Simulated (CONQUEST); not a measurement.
# Bi (R-3m) in CONQUEST: equation of state

How stiff is Bi in PBE, and what volume does it want? The cell is scaled to several volumes.

All numbers are computed with CONQUEST 1.3; they aren't measurements. Logs are shortened: lines on timing, memory, paths and dates and some standing lists are left out, and cuts for length are marked.

### 1 Starting point

It takes space group R-3m (No. 166, trigonal). The conventional cell has a = 4.535 Å, b = 4.535 Å, c = 11.814 Å, α = 90.00°, β = 90.00°, γ = 120.00°. Bi (site symmetry 3m) has 6 Bi at 3.06 to 3.52 Å as nearest neighbours.

### 2 Equation of state, PBE, 32.97 Å³/atom (volume scaled by 0.94)

The input, Conquest_input:

```
IO.Title Bi
IO.Coordinates coords.dat
IO.FractionalAtomicCoords T
IO.Iprint 2
IO.Iprint_init 1
General.NumberOfSpecies 1
General.PseudopotentialType hamann
AtomMove.TypeOfRun static
AtomMove.FullStress T
Grid.PointsAlongX 48
Grid.PointsAlongY 80
Grid.PointsAlongZ 120
DM.SolutionMethod diagon
Diag.MPMesh T
Diag.GammaCentred T
Diag.MPMeshX 6
Diag.MPMeshY 4
Diag.MPMeshZ 3
Diag.kT 0.00183747
minE.SCTolerance 1e-6
SC.MaxIters 100
IO.AtomChargeOutput T
%block ChemicalSpeciesLabel
1 208.980 Bi
%endblock
```

The input, coords.dat:

```
    8.3949628054     0.0000000000     0.0000000000
    0.0000000000    14.5405021060     0.0000000000
    0.0000000000     0.0000000000    21.8694797318
12
  0.0000000000   0.0000000000   0.2340000000 1 T T T
  0.0000000000   0.3333333330   0.9006666670 1 T T T
  0.0000000000   0.6666666670   0.5673333330 1 T T T
  0.5000000000   0.1666666670   0.5673333330 1 T T T
  0.5000000000   0.5000000000   0.2340000000 1 T T T
  0.5000000000   0.8333333330   0.9006666670 1 T T T
  0.0000000000   0.0000000000   0.7660000000 1 T T T
  0.0000000000   0.3333333330   0.4326666670 1 T T T
  0.0000000000   0.6666666670   0.0993333330 1 T T T
  0.5000000000   0.1666666670   0.0993333330 1 T T T
  0.5000000000   0.5000000000   0.7660000000 1 T T T
  0.5000000000   0.8333333330   0.4326666670 1 T T T
```

Potentials or basis: PseudoDojo NC PBE, DZP, grid of 48 × 80 × 120 points.

On the command line:

```bash
$ OMP_NUM_THREADS=1 Conquest
```

Output:

```text
Simulation cell dimensions:     8.3950 a0 x    14.5405 a0 x    21.8695 a0

      Atomic coordinates (a0)
         Atom         X         Y         Z  Species
            1    0.0000    0.0000    5.1175        1
            2    0.0000    4.8468   19.6971        1
            3    0.0000    9.6937   12.4073        1
            4    4.1975    2.4234   12.4073        1
            5    4.1975    7.2703    5.1175        1
            6    4.1975   12.1171   19.6971        1
            7    0.0000    0.0000   16.7520        1
            8    0.0000    4.8468    9.4622        1
            9    0.0000    9.6937    2.1724        1
           10    4.1975    2.4234    2.1724        1
           11    4.1975    7.2703   16.7520        1
           12    4.1975   12.1171    9.4622        1

         Monkhorst-Pack mesh:   6 x   4 x   3 gamma-centred
        This calculation includes non-local pseudopotentials,
         with a maximum core radius of      7.45031468

    Job title: Bi
    Job to be run: static calculation

[... 5 lines left out ...]
      Using Fermi-Dirac smearing

    Integration grid size:     48 x   80 x  120

    Integration grid spacing:  0.175 a0 x 0.182 a0 x 0.182 a0

    Number of species:  1
    --------------------------------------------------------
    |   #  mass (au)  Charge (e)  SF Rad (a0)  NSF  Label  |
    --------------------------------------------------------
    |   1    208.980      15.000        7.654   18  Bi     |
    --------------------------------------------------------
          SCF tolerance:                 0.00000100
          SCF iterations:               100

    The functional used will be GGA PBE96

           radial cut-off to be used is taken to be max PAO cut-off radius for this species:    7.450315

           greatest ang. mom. for making density from PAOs:  2
    Minimum blocs/proc is     7200. Maximum blocs/proc is     7200
    set_atom_dens: In set_atomic_density, electrons :     180.000000000000
 matrix_size & matrix_size_padH =          216         216

    Screened ion int: energy:    -737.470468393914 Ha

    new_SC_potl: Starting.  Tolerance:  0.10000E-05

    PulayMixSC: Starting Pulay mixing, A_up =  0.500 A_dn =  0.500
    PulayMixSC: Spin non-polarised calculation.
          Harris-Foulkes Energy            :      -984.476128013291714 Ha
          GroundState Energy (E-(1/2)TS)   :      -984.476276819932991 Ha
          Free Energy (E-TS)               :      -984.476425626574382 Ha
          DFT Total Energy                 :      -984.460063394540839 Ha
          Total number of electrons        :       179.999999999985107
    PulayMixSC: Pulay iteration     1 residual:              0.37466E-03
          Harris-Foulkes Energy            :      -984.466473823337765 Ha
          GroundState Energy (E-(1/2)TS)   :      -984.466632801461174 Ha
          Free Energy (E-TS)               :      -984.466791779584582 Ha
          DFT Total Energy                 :      -984.465674002003311 Ha
          Total number of electrons        :       180.000138040625160
    PulayMixSC: Pulay iteration     2 residual:              0.12946E-03
          Harris-Foulkes Energy            :      -984.465946307595459 Ha
          GroundState Energy (E-(1/2)TS)   :      -984.466104603973008 Ha
          Free Energy (E-TS)               :      -984.466262900350443 Ha
          DFT Total Energy                 :      -984.465944327112766 Ha
          Total number of electrons        :       180.000233410731170
    PulayMixSC: Pulay iteration     3 residual:              0.34878E-04
          Harris-Foulkes Energy            :      -984.465948970768522 Ha
          GroundState Energy (E-(1/2)TS)   :      -984.466106827656404 Ha
          Free Energy (E-TS)               :      -984.466264684544399 Ha
          DFT Total Energy                 :      -984.465946508924389 Ha
          Total number of electrons        :       180.000268696791835
    PulayMixSC: Pulay iteration     4 residual:              0.37789E-05
          Harris-Foulkes Energy            :      -984.465951822594434 Ha
          GroundState Energy (E-(1/2)TS)   :      -984.466109864933287 Ha
          Free Energy (E-TS)               :      -984.466267907272140 Ha
          DFT Total Energy                 :      -984.465916874903428 Ha
          Total number of electrons        :       180.000271362933347
    PulayMixSC: Pulay iteration     5 residual:              0.32475E-05
          Harris-Foulkes Energy            :      -984.465948250753172 Ha
          GroundState Energy (E-(1/2)TS)   :      -984.466106292550080 Ha
          Free Energy (E-TS)               :      -984.466264334346874 Ha
          DFT Total Energy                 :      -984.465946574863892 Ha
          Total number of electrons        :       180.000271729997877
    PulayMixSC: Pulay iteration     6 residual:              0.87022E-06
    PulayMixSC: Reached SCF tolerance of  0.87022E-06 after      6 iterations
      | Number of electrons      =       180.000272
      |* band energy as 2Tr[K.H] =      -139.704930304897317 Ha
      |  screened ion-ion energy =      -737.470468393913620 Ha
      |  Ha correction           =         2.326808284800159 Ha
      |  XC correction           =      -109.617361459430057 Ha
      | GS Energy as E-(1/2)TS   =      -984.466106292550080 Ha
      | Free Energy as E-TS      =      -984.466264334346874 Ha
      |* Harris-Foulkes energy   =      -984.465948250753172 Ha
      |* DFT total energy        =      -984.465946574863892 Ha
      |  estimated accuracy      =        -0.000001675889280 Ha

    force: Forces on atoms (Ha/a0)
    force:  Atom   X              Y              Z
    force:     1   0.0000000000   0.0005628289   0.0131001857
    force:     2   0.0000000000   0.0004810635   0.0127136871
    force:     3  -0.0000000000   0.0005741508   0.0128226953
    force:     4   0.0000000000   0.0005741508   0.0128226953
    force:     5  -0.0000000000   0.0005628289   0.0131001857
    force:     6  -0.0000000000   0.0004810635   0.0127136871
    force:     7  -0.0000000000  -0.0005628289  -0.0131001857
    force:     8   0.0000000000  -0.0005741508  -0.0128226953
    force:     9   0.0000000000  -0.0004810635  -0.0127136871
    force:    10   0.0000000000  -0.0004810635  -0.0127136871
    force:    11   0.0000000000  -0.0005628289  -0.0131001857
    force:    12   0.0000000000  -0.0005741508  -0.0128226953

    force: Maximum force :        0.01310019(Ha/a0) on atom         5 in z direction
    force: Force Residual:        0.01289124 Ha/a0
    force: Total stress:         -6.81169313     0.00000000     0.00000000 GPa
                             0.00000000    -6.72581981    -0.05810621
                             0.00000000    -0.05810621    -5.94252962
    force: Average pressure:      6.49334752 GPa

    force: Finished force
    get_E_and_F: Change in energy during last step of electronic optimisation:  0.35718E-05

    BIBLIOGRAPHY: Please consider citing the following references in the conquest.bib file

    CONQUEST:         Bowler2002pt, Miyazaki2004, Nakata2020
    Basis:            Bowler2019
    DM:               Bowler:2006xr
    Pseudopotentials: Hamann2013, Bowler2019
    XC functional:    Perdew1996
```

It took 2.3 min on 1 thread of AMD EPYC 7B13 (Zen 3), shared host; peak memory 2.6 GiB.

Results:

* Free energy: -26788.6918 eV
* Pressure: 6.5 GPa
* Largest force: 0.674 eV/Å
* Band gap on the k mesh: 0.15 eV

Caveat: spin-orbit coupling is left out, which as a rule narrows the gap of such compounds by several tenths of an eV; an odd mesh through Γ misses points on the zone boundary, where band edges often lie; the basis of atomic orbitals isn't converged, which shifts pressures, moduli and gaps.

### 3 Equation of state, PBE, 33.67 Å³/atom (volume scaled by 0.96)

Conquest_input is that of step 2.

coords.dat, as its differences from that of step 2:

```diff
@@ -1,4 +1,4 @@
-    8.3949628054     0.0000000000     0.0000000000
-    0.0000000000    14.5405021060     0.0000000000
-    0.0000000000     0.0000000000    21.8694797318
+    8.4540842096     0.0000000000     0.0000000000
+    0.0000000000    14.6429033822     0.0000000000
+    0.0000000000     0.0000000000    22.0234952269
 12
```

Potentials or basis: PseudoDojo NC PBE, DZP, grid of 48 × 80 × 120 points.

On the command line:

```bash
$ OMP_NUM_THREADS=1 Conquest
```

Run time: 2.3 min. Hardware: 1 thread of AMD EPYC 7B13 (Zen 3), shared host; peak memory 2.6 GiB.

Results (log left out):

| Item | Value |
| --- | --- |
| Free energy | -26788.9960 eV |
| Pressure | 5.1 GPa |
| Largest force | 0.545 eV/Å |
| Band gap on the k mesh | 0.16 eV |

Caveat: spin-orbit coupling is left out, which as a rule narrows the gap of such compounds by several tenths of an eV; an odd mesh through Γ misses points on the zone boundary, where band edges often lie; the basis of atomic orbitals isn't converged, which shifts pressures, moduli and gaps.

### 4 Equation of state, PBE, 34.37 Å³/atom (volume scaled by 0.98)

Conquest_input is that of step 3.

coords.dat, as its differences from that of step 3:

```diff
@@ -1,4 +1,4 @@
-    8.4540842096     0.0000000000     0.0000000000
-    0.0000000000    14.6429033822     0.0000000000
-    0.0000000000     0.0000000000    22.0234952269
+    8.5123900812     0.0000000000     0.0000000000
+    0.0000000000    14.7438921139     0.0000000000
+    0.0000000000     0.0000000000    22.1753862005
 12
```

On the command line:

```bash
$ OMP_NUM_THREADS=1 Conquest
```

It took 2.3 min on 1 thread of AMD EPYC 7B13 (Zen 3), shared host; peak memory 2.6 GiB.

The run converged. Its results:

```yaml
Free_energy: -26789.2271 eV
Pressure: 3.7 GPa
Largest_force: 0.433 eV/Å
Band_gap_on_the_k_mesh: 0.17 eV
```

Caveat: spin-orbit coupling is left out, which as a rule narrows the gap of such compounds by several tenths of an eV; an odd mesh through Γ misses points on the zone boundary, where band edges often lie; the basis of atomic orbitals isn't converged, which shifts pressures, moduli and gaps.

### 5 Equation of state, PBE, 35.07 Å³/atom

Conquest_input is that of step 4.

coords.dat, as its differences from that of step 4:

```diff
@@ -1,4 +1,4 @@
-    8.5123900812     0.0000000000     0.0000000000
-    0.0000000000    14.7438921139     0.0000000000
-    0.0000000000     0.0000000000    22.1753862005
+    8.5699079752     0.0000000000     0.0000000000
+    0.0000000000    14.8435160286     0.0000000000
+    0.0000000000     0.0000000000    22.3252244363
 12
```

On the command line:

```bash
$ OMP_NUM_THREADS=1 Conquest
```

It took 2.1 min on 1 thread of AMD EPYC 7B13 (Zen 3), shared host; peak memory 2.6 GiB.

Results (log left out):

```
Free energy            : -26789.3914 eV
Pressure               : 2.6 GPa
Largest force          : 0.328 eV/Å
Band gap on the k mesh : 0.17 eV
```

Caveat: spin-orbit coupling is left out, which as a rule narrows the gap of such compounds by several tenths of an eV; an odd mesh through Γ misses points on the zone boundary, where band edges often lie; the basis of atomic orbitals isn't converged, which shifts pressures, moduli and gaps.

### 6 Equation of state, PBE, 35.77 Å³/atom (volume scaled by 1.02)

Conquest_input is that of step 5.

coords.dat, as its differences from that of step 5:

```diff
@@ -1,4 +1,4 @@
-    8.5699079752     0.0000000000     0.0000000000
-    0.0000000000    14.8435160286     0.0000000000
-    0.0000000000     0.0000000000    22.3252244363
+    8.6266639867     0.0000000000     0.0000000000
+    0.0000000000    14.9418203241     0.0000000000
+    0.0000000000     0.0000000000    22.4730779136
 12
```

Potentials or basis: PseudoDojo NC PBE, DZP, grid of 48 × 80 × 120 points.

On the command line:

```bash
$ OMP_NUM_THREADS=1 Conquest
```

It took 2.2 min on 1 thread of AMD EPYC 7B13 (Zen 3), shared host; peak memory 2.5 GiB.

It converged, with:

| Quantity | Value |
| --- | --- |
| Free energy | -26789.5009 eV |
| Pressure | 1.6 GPa |
| Largest force | 0.231 eV/Å |
| Band gap on the k mesh | 0.18 eV |

Caveat: spin-orbit coupling is left out, which as a rule narrows the gap of such compounds by several tenths of an eV; an odd mesh through Γ misses points on the zone boundary, where band edges often lie; the basis of atomic orbitals isn't converged, which shifts pressures, moduli and gaps.

### 7 Equation of state, PBE, 36.47 Å³/atom (volume scaled by 1.04)

Conquest_input is that of step 6.

coords.dat, as its differences from that of step 6:

```diff
@@ -1,4 +1,4 @@
-    8.6266639867     0.0000000000     0.0000000000
-    0.0000000000    14.9418203241     0.0000000000
-    0.0000000000     0.0000000000    22.4730779136
+    8.6826828549     0.0000000000     0.0000000000
+    0.0000000000    15.0388478501     0.0000000000
+    0.0000000000     0.0000000000    22.6190110800
 12
```

On the command line:

```bash
$ OMP_NUM_THREADS=1 Conquest
```

It took 2.2 min on 1 thread of AMD EPYC 7B13 (Zen 3), shared host; peak memory 2.5 GiB.

The run converged. Its results:

* Free energy: -26789.5596 eV
* Pressure: 0.6 GPa
* Largest force: 0.148 eV/Å
* Band gap on the k mesh: 0.18 eV

Caveat: spin-orbit coupling is left out, which as a rule narrows the gap of such compounds by several tenths of an eV; an odd mesh through Γ misses points on the zone boundary, where band edges often lie; the basis of atomic orbitals isn't converged, which shifts pressures, moduli and gaps.

### 8 Equation of state, PBE, 37.17 Å³/atom (volume scaled by 1.06)

Conquest_input, as its differences from that of step 7:

```diff
@@ -22,2 +22,5 @@
 IO.AtomChargeOutput T
+SC.KerkerPreCondition T
+SC.KerkerFactor 0.3
+SC.LinearMixingFactor 0.3
 %block ChemicalSpeciesLabel
```

coords.dat, as its differences from that of step 7:

```diff
@@ -1,4 +1,4 @@
-    8.6826828549     0.0000000000     0.0000000000
-    0.0000000000    15.0388478501     0.0000000000
-    0.0000000000     0.0000000000    22.6190110800
+    8.7379880585     0.0000000000     0.0000000000
+    0.0000000000    15.1346392726     0.0000000000
+    0.0000000000     0.0000000000    22.7630850987
 12
```

On the command line:

```bash
$ OMP_NUM_THREADS=1 Conquest
```

It took 2.8 min on 1 thread of AMD EPYC 7B13 (Zen 3), shared host; peak memory 2.5 GiB.

It converged, with:

```
Free energy            : -26789.5701 eV
Pressure               : -0.2 GPa
Largest force          : 0.040 eV/Å
Band gap on the k mesh : 0.17 eV
```

Caveat: spin-orbit coupling is left out, which as a rule narrows the gap of such compounds by several tenths of an eV; an odd mesh through Γ misses points on the zone boundary, where band edges often lie; the basis of atomic orbitals isn't converged, which shifts pressures, moduli and gaps.

### 9 Equation of state, PBE

Potentials or basis: PseudoDojo NC PBE, DZP, grid of 48 × 80 × 120 points.

No new run: the results of the series are fitted here.

What came out:

```yaml
Equilibrium_volume: 37.02 Å³/atom
Bulk_modulus_at_fixed_shape_and_positions: 42 GPa
Pressure_derivative_of_the_bulk_modulus: "5.2 (rough: it moves with the points fitted)"
```

Energy against volume, from the lowest point:
| volume (Å³/atom) | energy (meV/atom) |
| --- | --- |
| 32.965 | 73.20 |
| 33.667 | 47.85 |
| 34.368 | 28.58 |
| 35.070 | 14.89 |
| 35.771 | 5.77 |
| 36.472 | 0.88 |
| 37.174 | 0.00 |

Caveat: the DZP basis gives volumes some 2 % larger than converged bases do, and moduli off by several per cent; the cell was scaled at fixed shape and fractional positions, which overstates the stiffness of a crystal with free parameters, most of all of layers and chains; spin-orbit coupling is left out, which moves the levels of the heavy elements; the basis of atomic orbitals isn't converged, which shifts pressures, moduli and gaps.
